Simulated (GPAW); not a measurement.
Runs of GPAW 26.7.0 on Ta4C3. Symmetry: Pm-3m, No. 221, cubic system. The conventional cell has a = 4.445 Å, b = 4.445 Å, c = 4.445 Å, α = 90.00°, β = 90.00°, γ = 90.00°. Ta (site symmetry m-3m) is surrounded by 6 C at 2.22 Å. Around Ta (site symmetry 4/mmm) lie 4 C at 2.22 Å. C (site symmetry 4/mmm) is surrounded by 6 Ta at 2.22 Å. The cell comes from a database or a generator and needn't be the stable form of this composition.

| task | level | potentials or basis | k mesh | band path | band points | pressure (GPa) | V0 of scaled cells (Å³/atom) | B0 (GPa) |
| --- | --- | --- | --- | --- | --- | --- | --- | --- |
| band structure | PBEsol | PAW data sets generated in the run's folder for this functional, pw | 5 × 5 × 5 | GXMGRX,MR | 100 | -8.1 | - | - |
| equation of state | PBEsol | PAW data sets generated in the run's folder for this functional, pw | 6 × 6 × 6 | - | - | - | 12.21 | (b) |
| band structure | LDA | the program's PAW data sets (release 1.2.1) made for this functional, pw | 5 × 5 × 5 | GXMGRX,MR | 100 | (a) | - | - |
| equation of state | LDA | the program's PAW data sets (release 1.2.1) made for this functional, pw | 5 × 5 × 5 | - | - | - | 11.95 | 325 |
| single point | PBEsol | PAW data sets generated in the run's folder for this functional, pw | 6 × 6 × 6 | - | - | -8.1 | - | - |

Alike in all rows: no spin polarisation; cell as given; cutoff (eV) 800; smearing fermi-dirac 0.05 eV.

Estimate the missing entries.

(a) -14.4; (b) 310.

Not every run made on this cell is shown here.
